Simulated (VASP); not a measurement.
Set up this calculation in VASP 6.6.1, as the native input.

- Task: single point
- Functional: PBEsol
- Potentials or basis: VASP PAW PBE potentials, release 64 (Na_pv)
- Cutoff: 520 eV
- k mesh: 4 × 4 × 4
- Occupations: gaussian, width 0.1 eV
- Spin: no spin polarisation
- Dipole correction: no
- Further INCAR settings: ALGO = Fast; EDIFF = 1e-06; NBANDS = 10

The structure of Na lies in POSCAR:

```
Na
1.0
    7.0233428623      0.0000000000      0.0000000000
    0.0000000000      7.0233428623      0.0000000000
    0.0000000000      0.0000000000      7.0233428623
Na
1
Direct
    0.0000000000      0.0000000000      0.0000000000
```

This isn't the form of Na at room conditions, which is bcc.

These files were run (other wordings do the same):

INCAR

```
PREC = Accurate ; ENCUT = 520
EDIFF = 1E-6 ; ISMEAR = 0
SIGMA = 0.1 ; LREAL = False
LASPH = True ; NELM = 60
ALGO = Fast ; ISIF = 2
LWAVE = False ; LCHARG = False
GGA = PS ; NBANDS = 10
```

KPOINTS

```
Automatic mesh
0
Gamma
  4 4 4
```

Potentials or basis: VASP PAW PBE potentials, release 64 (Na_pv).

Launch:

```console
$ cat potpaw_PBE.64/Na_pv/POTCAR > POTCAR
$ mpirun -np 1 vasp_std > vasp.out
```

It gave:

| Property | Result |
| --- | --- |
| Pressure | -0.1 GPa |
| Band gap on the k mesh | none (metal or under the smearing width) |

Caveat: the PAW data sets were made with another functional, which shifts forces and pressure a little.

Run time: 16 s on 1 thread of AMD EPYC 9R45 96-Core Processor (Zen 5), on a shared host, peak memory 0.33 GiB.
